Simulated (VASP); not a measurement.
# Sn (Im-3m) in VASP: notebook, part 2 of 3

VASP 6.6.1.

### Step 3. Single point, RPBE

This run uses another cell than the first one, of 25.00 Å³/atom, 0.880 times its volume.

INCAR reads:

```
ALGO = Normal ; EDIFF = 1E-6
ENCUT = 520 ; GGA = RP
ISIF = 2 ; ISMEAR = -1
LASPH = T ; LCHARG = F
LREAL = F ; LWAVE = F
NBANDS = 13 ; NELM = 60
PREC = Accurate ; SIGMA = 0.1
```

KPOINTS reads:

```
k-points
0
Gamma
  13 13 13
```

POSCAR reads:

```
Sn
1.0
   -1.8420751111      1.8420751111      1.8420751111
    1.8420751111     -1.8420751111      1.8420751111
    1.8420751111      1.8420751111     -1.8420751111
Sn
1
Direct
    0.0000000000      0.0000000000      0.0000000000
```

Potentials or basis: VASP PAW PBE potentials, release 64 (Sn_d).

Started as:

```
$ cat potpaw_PBE.64/Sn_d/POTCAR > POTCAR
$ mpirun -np 1 vasp_std > vasp.out
```

OUTCAR:

```text
EDIFF = 1E-6
   ENCUT = 520
   GGA = RP
   ISIF = 2
   ISMEAR = -1
   LASPH = T
   LREAL = F
   NELM = 60
   PREC = Accurate

 ion  position               nearest neighbor table
   1  0.000  0.000  0.000-

  LATTYP: Found a body centered cubic cell.
 ALAT       =     3.6841502222

  Lattice vectors:

 A1 = (  -1.8420751111,   1.8420751111,   1.8420751111)
 A2 = (   1.8420751111,  -1.8420751111,   1.8420751111)
 A3 = (   1.8420751111,   1.8420751111,  -1.8420751111)

Analysis of symmetry for initial positions (statically):
=====================================================================
 Subroutine PRICEL returns:
 Original cell was already a primitive cell.

 Routine SETGRP: Setting up the symmetry group for a
 body centered cubic supercell.

 Subroutine GETGRP returns: Found 48 space group operations
 (whereof 48 operations were pure point group operations)
 out of a pool of 48 trial point group operations.

The static configuration has the point symmetry O_h .

Analysis of symmetry for dynamics (positions and initial velocities):
=====================================================================
 Subroutine PRICEL returns:
 Original cell was already a primitive cell.

 Routine SETGRP: Setting up the symmetry group for a
 body centered cubic supercell.

 Subroutine GETGRP returns: Found 48 space group operations
 (whereof 48 operations were pure point group operations)
 out of a pool of 48 trial point group operations.

The dynamic configuration has the point symmetry O_h .

 Subroutine INISYM returns: Found 48 space group operations
 (whereof 48 operations are pure point group operations),
 and found     1 'primitive' translations

----------------------------------------------------------------------------------------

                                     Primitive cell

  volume of cell :      25.0024

  direct lattice vectors                    reciprocal lattice vectors
    -1.842075111  1.842075111  1.842075111     0.000000000  0.271433014  0.271433014
     1.842075111 -1.842075111  1.842075111     0.271433014  0.000000000  0.271433014
     1.842075111  1.842075111 -1.842075111     0.271433014  0.271433014  0.000000000

  length of vectors
     3.190567684  3.190567684  3.190567684     0.383864250  0.383864250  0.383864250

  position of ions in fractional coordinates (direct lattice)
     0.000000000  0.000000000  0.000000000

  ion indices of the primitive-cell ions
   primitive index   ion index
                 1           1

----------------------------------------------------------------------------------------

 KPOINTS: k-points

Automatic generation of k-mesh.
 Grid dimensions read from file:
 generate k-points for:   13   13   13

 Generating k-lattice:

  Cartesian coordinates                     Fractional coordinates (reciprocal lattice)
     0.000000000  0.020879463  0.020879463     0.076923077  0.000000000  0.000000000
     0.020879463  0.000000000  0.020879463     0.000000000  0.076923077  0.000000000
     0.020879463  0.020879463  0.000000000     0.000000000  0.000000000  0.076923077

  Length of vectors
     0.029528019  0.029528019  0.029528019

  Shift w.r.t. Gamma in fractional coordinates (k-lattice)
     0.000000000  0.000000000  0.000000000

 Subroutine IBZKPT returns following result:
 ===========================================

 Found     84 irreducible k-points:

 Following reciprocal coordinates:
            Coordinates               Weight
  0.000000  0.000000  0.000000      1.000000
  0.076923  0.000000  0.000000     12.000000
  0.153846  0.000000  0.000000     12.000000
  0.230769  0.000000  0.000000     12.000000
  0.307692  0.000000  0.000000     12.000000
  0.384615  0.000000  0.000000     12.000000
[... 16 lines left out ...]
  0.153846  0.076923  0.076923     24.000000
  0.230769  0.076923  0.076923     24.000000
 [... further k-points ...]
   k-points           NKPTS =     84   k-points in BZ     NKDIM =     84   number of bands    NBANDS=     13
   number of dos      NEDOS =    301   number of ions     NIONS =      1
   total plane-waves  NPLWV =  13824
   dimension x,y,z NGX =    24 NGY =   24 NGZ =   24
   dimension x,y,z NGXF=    48 NGYF=   48 NGZF=   48
   ions per type =               1
   NGX,Y,Z   is equivalent  to a cutoff of  12.51, 12.51, 12.51 a.u.
   NGXF,Y,Z  is equivalent  to a cutoff of  25.01, 25.01, 25.01 a.u.
 SYSTEM =  unknown system
   PREC   = accura    normal or accurate (medium, high low for compatibility)
   ISTART =      0    job   : 0-new  1-cont  2-samecut
   ICHARG =      2    charge: 1-file 2-atom 10-const
   ISPIN  =      1    spin polarized calculation?
   LNONCOLLINEAR =      F non collinear calculations
   LSORBIT =      F    spin-orbit coupling
   LASPH  =      T    aspherical Exc in radial PAW
   ENCUT  =  520.0 eV  38.22 Ry    6.18 a.u.   5.93  5.93  5.93*2*pi/ulx,y,z
   NELM   =     60;   NELMIN=  2; NELMDL= -5     # of ELM steps
   EDIFF  = 0.1E-05   stopping-criterion for ELM
   LREAL  =      F    real-space projection
   EDIFFG = 0.1E-04   stopping-criterion for IOM
   NSW    =      0    number of steps for IOM
   IBRION =     -1    ionic relax: 0-MD 1-quasi-New 2-CG
   NFREE  =      0    steps in history (QN), initial steepest desc. (CG)
   ISIF   =      2    stress and relaxation
   ISYM   =      2    0-nonsym 1-usesym 2-fastsym
   POTIM  = 0.5000    time-step for ionic-motion
   TEBEG  =    0.0;   TEEND  =   0.0 temperature during run
   PSTRESS=    0.0 pullay stress
   NELECT =      14.0000    total number of electrons
   NUPDOWN=      -1.0000    fix difference up-down
   EMIN   =  10.00;   EMAX   =-10.00  energy-range for DOS
   EFERMI =   0.00;   METHOD = LEGACY
   ISMEAR =    -1;   SIGMA  =   0.10  broadening in eV -4-tet -1-fermi 0-gaus
   EFERMI_NEDOS =   21; number of points for ismear=-14 and -15
   IALGO  =     38    algorithm
   IMIX   =      4    mixing-type and parameters
     AMIX     =   0.40;   BMIX     =  1.00
     AMIX_MAG =   1.60;   BMIX_MAG =  1.00
  volume/ion in A,a.u.               =      25.00       168.72
  Fermi-wavevector in a.u.,A,eV,Ry     =   1.349347  2.549895 24.772620  1.820736
  Thomas-Fermi vector in A             =   2.476941
   LORBIT       =      0    0 simple, 1 ext, 2 COOP (PROOUT), +10 PAW based schemes
   GGA     = RP    functional components
   LHFCALC =     F    Hartree Fock is set to
   AEXX    =    0.0000 exact exchange contribution
   IVDW    =     0    specifies the selected vdW correction
   LEPSILON=     F    determine dielectric tensor
   LRPA    =     F    only Hartree local field effects (RPA)
 non-spin polarized calculation
  energy-cutoff  :      520.00
  volume of cell :       25.00
 maximum number of plane-waves:       685
   NGX = 11   NGY = 11   NGZ = 11

 number of electron      14.0000005 magnetization

 Free energy of the ion-electron system (eV)
  ---------------------------------------------------
  ext. energy  EPLUGINS =         0.00000000
  ---------------------------------------------------
  free energy    TOTEN  =        -3.34290017 eV

  energy without entropy =       -3.32139682  energy(sigma->0) =       -3.33214850

 E-fermi :   9.2500     XC(G=0): -10.6889

 val. band max:        9.2165963632   @ k =   0.2308   0.0769   0.0769
 cond. band min:       9.2579183212   @ k =  -0.2308   0.3846   0.0769
 fundamental gap:      0.0413219581
 Fermi energy:         9.2499882415

 k-point     1 :       0.0000    0.0000    0.0000
  band No.  band energies     occupation
      1     -12.4305      2.00000
      2     -12.4305      2.00000
      3     -12.4305      2.00000
      4     -12.2548      2.00000
      5     -12.2548      2.00000
      6      -2.4486      2.00000
      7      18.1056      0.00000
      8      18.1056      0.00000
      9      18.1056      0.00000
     10      21.4910      0.00000
     11      21.4910      0.00000
     12      21.4910      0.00000
     13      22.5991      0.00000
[... 353 lines left out ...]
 k-point    24 :       0.2308    0.0769    0.0769
  band No.  band energies     occupation
      1     -12.4606      2.00000
      2     -12.4081      2.00000
      3     -12.2759      2.00000
      4     -12.2611      2.00000
      5     -12.2348      2.00000
      6       0.0573      2.00000
      7       9.2166      1.16543
      8      12.5386      0.00000
      9      13.7153      0.00000
     10      20.4719      0.00000
     11      20.7956      0.00000
     12      23.0714      0.00000
     13      24.7873      0.00000

 [... further k-points ...]

------------------------ aborting loop because EDIFF is reached ----------------------------------------

  FORCE on cell =-STRESS in cart. coord.  units (eV):
  Direction    XX          YY          ZZ          XY          YZ          ZX
  --------------------------------------------------------------------------------------
  -------------------------------------------------------------------------------------
  Total        1.2133769      1.2133769      1.2133769      0.0000000      0.0000000      0.0000000
  in kB       77.7542841     77.7542841     77.7542841      0.0000000      0.0000000      0.0000000
  external PRESSURE =      77.7542841 kB  Pullay stress =       0.0000000 kB

 VOLUME and BASIS-vectors are now :
 -----------------------------------------------------------------------------
  energy-cutoff  :      520.00
  volume of cell :       25.00
      direct lattice vectors                 reciprocal lattice vectors
    -1.842075111  1.842075111  1.842075111     0.000000000  0.271433014  0.271433014
     1.842075111 -1.842075111  1.842075111     0.271433014  0.000000000  0.271433014
     1.842075111  1.842075111 -1.842075111     0.271433014  0.271433014  0.000000000

 POSITION                                       TOTAL-FORCE (eV/Angst)
 -----------------------------------------------------------------------------------
      0.00000      0.00000      0.00000        -0.000000     -0.000000      0.000000
 -----------------------------------------------------------------------------------
    total drift:                                0.000000      0.000000      0.000000

  FREE ENERGIE OF THE ION-ELECTRON SYSTEM (eV)
  ---------------------------------------------------
  free  energy   TOTEN  =        -3.3429001736 eV

  energy  without entropy=       -3.3213968224  energy(sigma->0) =       -3.33214850
```

OSZICAR:

```text
N       E                     dE             d eps       ncg     rms          rms(c)
DAV:   1     0.816160796058E+02    0.81616E+02   -0.72055E+03  2247   0.167E+03
DAV:   2     0.226455457456E+01   -0.79352E+02   -0.76736E+02  2304   0.346E+02
DAV:   3    -0.324333988970E+01   -0.55079E+01   -0.54853E+01  2660   0.724E+01
DAV:   4    -0.335165760339E+01   -0.10832E+00   -0.10829E+00  2567   0.108E+01
DAV:   5    -0.335521354518E+01   -0.35559E-02   -0.35558E-02  2792   0.194E+00    0.160E+00
DAV:   6    -0.334624426863E+01    0.89693E-02   -0.89352E-03  2803   0.170E+00    0.906E-01
DAV:   7    -0.334297690802E+01    0.32674E-02   -0.68287E-03  2770   0.147E+00    0.103E-01
DAV:   8    -0.334290162744E+01    0.75281E-04   -0.77659E-04  2740   0.453E-01    0.247E-02
DAV:   9    -0.334290015573E+01    0.14717E-05   -0.15517E-05  2892   0.550E-02    0.154E-02
DAV:  10    -0.334290017358E+01   -0.17852E-07   -0.32784E-06  2739   0.236E-02
   1 F= -.33429002E+01 E0= -.33321485E+01  d E =-.215034E-01
```

Wall time 9.4 s (1 thread of Intel Xeon Platinum 8375C at 2.90GHz (Ice Lake), shared host); peak memory 0.15 GiB.

Results:

```yaml
Free_energy: -3.3429 eV
Pressure: 7.8 GPa
Band_gap_on_the_k_mesh: none (metal or under the smearing width)
```

Caveat: the PAW data sets were made with another functional, which shifts forces and pressure a little.

(Continued in part 3 of 3.)
